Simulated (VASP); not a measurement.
Write the native input for VASP 6.6.1 that does the following.

- Task: band structure
- Functional: PBE
- Potentials or basis: VASP PAW PBE potentials, release 64 (Cd, Te)
- Cutoff: 700 eV
- k mesh: 8 × 8 × 8
- Occupations: gaussian, width 0.02 eV
- Spin: no spin polarisation
- Further INCAR settings: ALGO = Fast; EDIFF = 1e-07; NBANDS = 16

The structure of CdTe lies in POSCAR:

```
CdTe                                    
1.0
   -0.0000000000      3.3123116091      3.3123116091
    3.3123116091     -0.0000000000      3.3123116091
    3.3123116091      3.3123116091     -0.0000000000
  Cd              Te            
     1     1
Direct
     1.0000000000000000    0.0000000000000000    0.0000000000000000
     0.2500000000000000    0.2500000000000000    0.2500000000000000
```

These files were run (other wordings do the same):

INCAR

```
SYSTEM = CdTe
  ALGO = Fast
  EDIFF = 1E-7
  ENCUT = 700
  GGA = PE
  ISIF = 2
  ISMEAR = 0
  LASPH = .True.
  LCHARG = .False.
  LREAL = .False.
  LWAVE = .False.
  NBANDS = 16
  NELM = 100
  PREC = Accurate
  SIGMA = 0.02
```

KPOINTS

```
k-points
0
Gamma
  8 8 8
  0 0 0
```

KPOINTS_OPT

```
path GXWKGLUWLK,UX
15
line-mode
reciprocal
 0.0000000000  0.0000000000  0.0000000000  G
 0.5000000000  0.0000000000  0.5000000000  X

 0.5000000000  0.0000000000  0.5000000000  X
 0.5000000000  0.2500000000  0.7500000000  W

 0.5000000000  0.2500000000  0.7500000000  W
 0.3750000000  0.3750000000  0.7500000000  K

 0.3750000000  0.3750000000  0.7500000000  K
 0.0000000000  0.0000000000  0.0000000000  G

 0.0000000000  0.0000000000  0.0000000000  G
 0.5000000000  0.5000000000  0.5000000000  L

 0.5000000000  0.5000000000  0.5000000000  L
 0.6250000000  0.2500000000  0.6250000000  U

 0.6250000000  0.2500000000  0.6250000000  U
 0.5000000000  0.2500000000  0.7500000000  W

 0.5000000000  0.2500000000  0.7500000000  W
 0.5000000000  0.5000000000  0.5000000000  L

 0.5000000000  0.5000000000  0.5000000000  L
 0.3750000000  0.3750000000  0.7500000000  K

 0.6250000000  0.2500000000  0.6250000000  U
 0.5000000000  0.0000000000  0.5000000000  X
```

Potentials or basis: VASP PAW PBE potentials, release 64 (Cd, Te).

Run with:

```console
$ cat potpaw_PBE.64/Cd/POTCAR potpaw_PBE.64/Te/POTCAR > POTCAR
$ mpirun -np 1 vasp_std > vasp.out
```

It gave:

```
Pressure                : 0.0 GPa
Band gap on the k mesh  : 0.57 eV, direct
Band gap along the path : 0.57 eV, direct
```

Caveat: spin-orbit coupling is left out, which moves the levels of the heavy elements.

Run time: 66 s on 1 thread of Intel(R) Xeon(R) 6975P-C (Granite Rapids) (shared host), peak memory 0.27 GiB.
